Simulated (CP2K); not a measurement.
The system is BN.

```
CELL_PARAMETERS angstrom
4.11208 0.00000 0.00000
1.14102 2.22635 0.00000
2.97106 -0.81903 2.07022
ATOMIC_POSITIONS crystal
N 0.66665 0.66665 0.33335
B 0.00005 0.00005 0.99995
```

Measurements of this composition are mostly on another form, of space group No. 194.

Program: CP2K 2026.2. Alike in all runs: task band structure; no spin polarisation; cell as given; k mesh 13 × 13 × 13.

Problem. Order these runs on this cell by their pressure, lowest first.
A. level PBEsol; potentials or basis POTENTIAL_UZH N GTH-PBE-q5, B GTH-PBE-q3; TZVP-MOLOPT-PBE-GTH basis; smearing fermi-dirac 0.05 eV; EPS_DEFAULT 1.0E-10; NGRIDS 4; points a segment of the path (NPOINTS) 6; bands added on the path 6; CUTOFF of the grids 450 Ry
B. level LDA; potentials or basis GTH_POTENTIALS N GTH-PADE-q5, B GTH-PADE-q3; TZVP-MOLOPT-PBE-GTH basis; smearing fermi-dirac 0.05 eV; EPS_DEFAULT 1.0E-10; NGRIDS 4; points a segment of the path (NPOINTS) 10; bands added on the path 4; CUTOFF of the grids 450 Ry
C. level r2SCAN; potentials or basis POTENTIAL_UZH N GTH-SCAN-q5, B GTH-SCAN-q3; TZVP-MOLOPT-SCAN-GTH basis; smearing fermi-dirac 0.0259 eV; EPS_DEFAULT 1.0E-9; NGRIDS 5; points a segment of the path (NPOINTS) 10; bands added on the path 2; CUTOFF of the grids 675 Ry

Solution. B (-4.4 GPa), C (-0.9 GPa), A (2.5 GPa).

Caveats: the basis of atomic orbitals isn't converged, which shifts pressures, moduli and gaps; the potentials were made for another functional, which shifts forces and pressure (some runs).

Runs at the PBE level aren't shown here.
